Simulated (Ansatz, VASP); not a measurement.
**Two plane-wave programs on SnSe**

```
Sn Se
1.0
     0.00000    3.01000    3.01000
     3.01000    0.00000    3.01000
     3.01000    3.01000    0.00000
Sn Se
1 1
Direct
  0.00000 0.00000 0.00000
  0.48754 0.48754 0.51246
```

Change from the starting cell: all Se atoms moved +0.075 Å, as atom 2 towards its neighbour atom 1 (Sn) at 3.010 Å.

Alike in both runs: task single point; functional PBEsol; k mesh 8 × 8 × 8; occupations gaussian, width 0.05 eV; no spin polarisation.

|  | VASP | Ansatz |
| --- | --- | --- |
| version | VASP 6.6.1 | Ansatz 0.2.0 |
| potentials or method | VASP PAW PBE potentials, release 64 (Sn_d, Se) | scalar-relativistic, plane waves, PAW |
| plane-wave cutoff (eV) | 520 | 420 |
| valence electrons in the cell | 20 | 30 |

Ansatz gave:

| Item | Value |
| --- | --- |
| gap on the k mesh at the Fermi level (eV) | 0.67 |
| least direct gap on the mesh (eV) | 0.67 |
| pressure (GPa) | -1.9 |
| largest component of the traceless stress (GPa) | 0.10 |

Question: Estimate VASP's values.

Answer: gap on the k mesh at the Fermi level (eV): 0.67; least direct gap on the mesh (eV): 0.67; pressure (GPa): -1.8; largest component of the traceless stress (GPa): 0.10.

The two sets of potentials don't hold the same shells in valence.

Caveats: the PAW data sets were made with another functional, which shifts forces and pressure a little (VASP); spin-orbit coupling is left out, which moves the levels of the heavy elements. A k mesh can miss the band edges.
